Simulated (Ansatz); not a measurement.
**Moving the dispersion correction in GaSb**

The cell as given:

Symmetry: F-43m, No. 216, cubic system. The conventional cell has a = 6.118 Å, b = 6.118 Å, c = 6.118 Å, α = 90.00°, β = 90.00°, γ = 90.00°. Sb (site symmetry -43m) is surrounded by 4 Ga at 2.65 Å. Ga (site symmetry -43m) is surrounded by 4 Sb at 2.65 Å.

Kept alike: task relaxation of cell and atoms; functional PBEsol; k mesh 8 × 8 × 8; occupations fermi-dirac, width 0.05 eV; no spin polarisation. Program: Ansatz, Ansatz PAW, cutoff 420 eV. The mesh is that of the run's cell of 2 atoms. No spin-orbit coupling.

| dispersion correction | band gap (eV) | volume (Å³/atom) |
| --- | --- | --- |
| D3(BJ) | 0.250 | 27.556 |
| D3(BJ)-ATM | 0.226 | 27.649 |
| D4 | 0.176 | 27.840 |
| none | 0.05 or less | 28.510 |

Spin-orbit coupling, left out here, moves the band edges of heavy atoms and can close or invert small gaps. Gaps hold for each row's own relaxed cell. The relaxations keep at least the cell's symmetry (F-43m). Relaxations stop with a little pressure left, so the last digits of a volume or edge aren't settled. A gap read on the mesh alone can miss an edge between its points. All rows use potentials made for PBE.

Problem. What does the dispersion correction change here?

Solution. The band gap runs from 0.05 or less (none) to 0.250 eV (D3(BJ)). The volume runs from 27.556 (D3(BJ)) to 28.510 Å³/atom (none). Against no correction: D3(BJ) -3.3 %; D3(BJ)-ATM -3.0 %; D4 -2.4 %. Dispersion terms mostly attract and so lower the volume; the schemes' coefficients and damping set how far.
